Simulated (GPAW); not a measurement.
Wanted: an ASE script for a GPAW 26.7.0 run.

```
Task                : band structure
Functional          : r2SCAN
Potentials or basis : GPAW PAW data sets (gpaw-data 1.2.1)
Cutoff              : 600 eV
Basis               : pw
k mesh              : 5 × 5 × 2
Occupations         : fermi-dirac, width 0.05 eV
Spin                : no spin polarisation
Maxiter             : 150
Band path           : GXMGZRAZ,XR,MA
Band points         : 60
```

Slab: SnSe, a slab with vacuum.

```
CELL_PARAMETERS angstrom
4.28533 0.00000 0.00000
0.00000 4.28533 0.00000
0.00000 0.00000 10.99069
ATOMIC_POSITIONS crystal
Sn 0.00000 0.50000 0.62777
Sn 0.50000 0.00000 0.37223
Se 0.00000 0.50000 0.38396
Se 0.50000 0.00000 0.61604
```

The input as run:

run.py

```python
from ase import Atoms
from ase.dft.bandgap import bandgap
from ase.io import write
from ase.units import GPa
from gpaw import GPAW, PW

atoms = Atoms(['Sn', 'Sn', 'Se', 'Se'],
              cell=[[4.2853274191, 0.0, 0.0],
                    [0.0, 4.2853274191, 0.0],
                    [0.0, 0.0, 10.99069213]],
              scaled_positions=[[0.0, 0.5, 0.62777089],
                                [0.5, 0.0, 0.37222911],
                                [0.0, 0.5, 0.38396051],
                                [0.5, 0.0, 0.61603949]],
              pbc=True)

calc = GPAW(mode=PW(600),
            xc='MGGA_X_R2SCAN+MGGA_C_R2SCAN',
            kpts={'size': (5, 5, 2), 'gamma': True},
            occupations={'name': 'fermi-dirac', 'width': 0.05},
            nbands=33,
            convergence={'density': 1e-05, 'energy': 1e-05},
            maxiter=150,
            txt='gpaw.txt')
atoms.calc = calc
energy = atoms.get_potential_energy()
forces = atoms.get_forces()
stress = atoms.get_stress()
calc.write('gs.gpw')
write('result.traj', atoms)
print(f'Energy: {energy:.6f} eV')
print('Forces (eV/A):')
print(forces.round(4))
print('Stress (GPa):', (stress / GPa).round(3))
print('Fermi level:', round(calc.get_fermi_level(), 4), 'eV')
print(f'Gap: {bandgap(calc)[0]:.4f} eV, direct: {bandgap(calc, direct=True)[0]:.4f} eV')

path = atoms.cell.bandpath('GXMGZRAZ,XR,MA', npoints=60, eps=1e-4)
bs_calc = calc.fixed_density(kpts=path, symmetry='off', nbands=63,
                             convergence={'bands': 'CBM+6.0', 'eigenstates': 1e-6}, txt='bands.txt')
bs = bs_calc.band_structure()
bs.write('bs.json')
print(f'Gap on the path: {bandgap(bs_calc)[0]:.4f} eV')
```

Potentials or basis: GPAW PAW data sets (gpaw-data 1.2.1), pw.

Command:

```bash
$ OMP_NUM_THREADS=1 python run.py
```

It gave:

```json
{
 "Largest force": "0.028 eV/Å",
 "Band gap on the k mesh": "1.18 eV, direct",
 "Band gap along the path": "1.23 eV, direct"
}
```

Caveat: the PAW data sets were made with another functional, which shifts forces and pressure a little; spin-orbit coupling is left out, which moves the levels of the heavy elements.

Wall time 15 min on 1 thread of Intel(R) Xeon(R) Platinum 8259CL CPU @ 2.50GHz (Skylake/Cascade Lake) (shared host), peak memory 0.93 GiB.
